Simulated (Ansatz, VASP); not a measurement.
# C in two plane-wave programs, part 2 of 2

Aim: how closely do two programs agree when they are given the same cell, functional and k mesh? The cell is taken from a series of runs on this material, whose earlier steps may have relaxed, scaled, displaced or heated it; both programs get it as it stands.

VASP 6.6.1 and Ansatz 0.2.0.

So far: The structure; Ansatz: single point, HSE06; VASP: single point, HSE06.

**3. VASP: single point, HSE06 (continued)**

Level of this step: HSE06; plane waves and PAW (C) (VASP).

Numbers of over 12 decimals in the logs are rounded to 6 here.

OUTCAR, selected parts (step 3):

```text
ion  position               nearest neighbor table
   1  0.236  0.472  0.708-   4 1.42   4 1.42   4 1.42
   2  0.750  0.500  0.249-   3 1.42   3 1.42   3 1.42
   3  0.083  0.166  0.248-   2 1.42   2 1.42   2 1.42
   4  0.903  0.806  0.709-   1 1.42   1 1.42   1 1.42
   5  0.023  0.045  0.068-   7 1.42   7 1.42   7 1.42
   6  0.963  0.926  0.890-   8 1.42   8 1.42   8 1.42
   7  0.356  0.713  0.069-   5 1.42   5 1.42   5 1.42
   8  0.629  0.258  0.888-   6 1.42   6 1.42   6 1.42

  LATTYP: Found a trigonal (rhomboedric) cell.
 ALAT       =    18.6873837417
 COS(alpha) =     0.9913355059

 Subroutine GETGRP returns: Found 12 space group operations
 (whereof  6 operations were pure point group operations)

The static configuration has the point symmetry C_3v.
 The point group associated with its full space group is D_3d.

 Found     19 irreducible k-points:

   k-points           NKPTS =     19   k-points in BZ     NKDIM =    125   number of bands    NBANDS=     24

   dimension x,y,z NGX =    18 NGY =   18 NGZ =  140
   dimension x,y,z NGXF=    36 NGYF=   36 NGZF=  280

   ENCUT  =  520.0 eV  38.22 Ry    6.18 a.u.   4.57  4.57 34.75*2*pi/ulx,y,z

   NELECT =      32.0000    total number of electrons

 k-points in reciprocal lattice and weights: Automatic mesh
   0.00000000  0.00000000  0.00000000       0.008
   0.20000000  0.00000000 -0.00000000       0.048
   0.40000000  0.00000000  0.00000000       0.048
   0.00000000  0.20000000 -0.00000000       0.048
   0.20000000  0.20000000  0.00000000       0.096
   0.40000000  0.20000000  0.00000000       0.096
  -0.40000000  0.20000000 -0.00000000       0.048
   0.00000000  0.40000000  0.00000000       0.048
   0.20000000  0.40000000  0.00000000       0.048
[...]
0.00000000  0.00000000  0.40000000       0.016
   0.20000000  0.00000000  0.40000000       0.048

  exchange ACFDT corr.  =         0.00000000  see jH, gK, PRB 81, 115126

 average (electrostatic) potential at core
       1 -49.4802       2 -49.4802       3 -49.5055       4 -49.5055       5 -49.5395
       6 -49.5394       7 -49.4888       8 -49.4888

 E-fermi :   0.7008

 k-point     1 :       0.0000    0.0000    0.0000
  band No.  band energies     occupation
    ...
     12      -1.8202      2.00000
     13      -1.8097      2.00000
     14      -1.8097      2.00000
     15      -1.8084      2.00000
     16      -1.8084      2.00000
     17       5.8021      0.00000
     18       6.6931      0.00000
     19       7.4904      0.00000
     20       9.7680      0.00000
     21      10.2665      0.00000
    ...

 k-point     2 :       0.2000    0.0000   -0.0000
  band No.  band energies     occupation
    ...
     12      -4.5916      2.00000
     13      -3.4510      2.00000
     14      -3.4337      2.00000
     15      -3.4172      2.00000
     16      -3.4103      2.00000
     17       7.0957      0.00000
     18       7.9405      0.00000
     19       8.6811      0.00000
     20      10.7091      0.00000
     21      11.1313      0.00000
    ...

 k-point     3 :       0.4000    0.0000    0.0000
  band No.  band energies     occupation
    ...
     12      -5.2212      2.00000
     13      -2.6509      2.00000
     14      -2.2466      2.00000
     15      -1.7594      2.00000
     16      -1.3393      2.00000
     17       5.4891      0.00000
     18       5.7268      0.00000
     19       6.1055      0.00000
     20       6.4147      0.00000
     21      10.3614      0.00000
    ...

  Total       -1.9161295     -1.9161295      0.6564917      0.0000000     -0.0000000      0.0000000
  in kB      -31.4372130    -31.4372130     10.7708108      0.0000000     -0.0000000      0.0000000
  external PRESSURE =     -17.3678717 kB  Pullay stress =       0.0000000 kB

  energy-cutoff  :      520.00
  volume of cell :       97.65
      direct lattice vectors                 reciprocal lattice vectors
     2.460000000  0.000000000  0.000000000     0.406504065  0.234695231  0.017889088
    -1.230000000  2.130422493  0.000000000     0.000000000  0.469390463  0.035778175
     0.000000000 -1.420281662 18.633333333     0.000000000  0.000000000  0.053667263

 POSITION                                       TOTAL-FORCE (eV/Angst)
 -----------------------------------------------------------------------------------
     -0.00000      0.00000     13.18650         0.000000      0.000000      0.284634
      1.23000      0.71014      4.64683        -0.000000     -0.000000     -0.284634
      0.00000     -0.00000      4.62900         0.000000      0.000000      0.362314
      1.23000      0.71014     13.20433         0.000000     -0.000000     -0.362314
      0.00000     -0.00000      1.25850         0.000000      0.000000      0.650731
      1.23000      0.71014     16.57483         0.000000     -0.000000     -0.650731
      0.00000      1.42028      1.29417         0.000000     -0.000000     -0.649369
      1.23000     -0.71014     16.53917        -0.000000      0.000000      0.649369
 -----------------------------------------------------------------------------------
    total drift:                                0.000002      0.000008     -0.000028

  FREE ENERGIE OF THE ION-ELECTRON SYSTEM (eV)
  ---------------------------------------------------
  free  energy   TOTEN  =       -84.5149475959 eV

  energy  without entropy=      -84.5149475959  energy(sigma->0) =      -84.51494760

 total charge
# of ion       s       p       d       tot
------------------------------------------
    1        0.869   1.789   0.000   2.658
    2        0.869   1.789   0.000   2.658
    3        0.870   1.786   0.000   2.656
    4        0.870   1.786   0.000   2.656
    5        0.870   1.783   0.000   2.654
    6        0.870   1.783   0.000   2.654
    7        0.869   1.789   0.000   2.658
    8        0.869   1.789   0.000   2.658
--------------------------------------------------
tot          6.956  14.294   0.000  21.250

[... 3 further parts left out ...]
```

The PAW data sets were made with PBE, which is usual practice but a small mismatch for other functionals.

**4. Side by side**

Known differences besides the potentials themselves: exact exchange at q = 0 is treated differently, which shows on coarse meshes; VASP keeps PBE cores, Ansatz makes them for the functional; fixed occupations in Ansatz, narrow Gaussian smearing in VASP; the cutoff is 650 eV in Ansatz and 520 eV in VASP; VASP takes a coarser grid for exact exchange (PRECFOCK = Fast). Total energies have different zeros and are not compared.

The two programs side by side:

```csv
quantity,Ansatz,VASP,difference
gap on the k mesh (eV),3.150,3.157,-0.007
```

A gap on the mesh is an upper bound, since the band edges may lie between its points.

**5. Outcome**

```yaml
difference_in_gap_on_the_k_mesh_single_point_hse06: -0.0069 eV
```

What this shows: The difference in gap on the k mesh is -0.0069 eV (single point, HSE06), within the 0.08 eV picked in this series as the mark of a large difference. How closely two codes agree says nothing of how well the functional describes the real material.

[Lines on the potential files, build, host, timing and source positions are cut from VASP's logs without a mark.]

[Logs are printed without paths, hosts, clocks, repeated set-up lines and the standing remarks that a program may print on its own settings, such as how far it seeks lower states.]

[Hosts, paths, dates, database ids (printed as entryN), source tags and the programs' standing remarks are cut or masked in the printed files.]
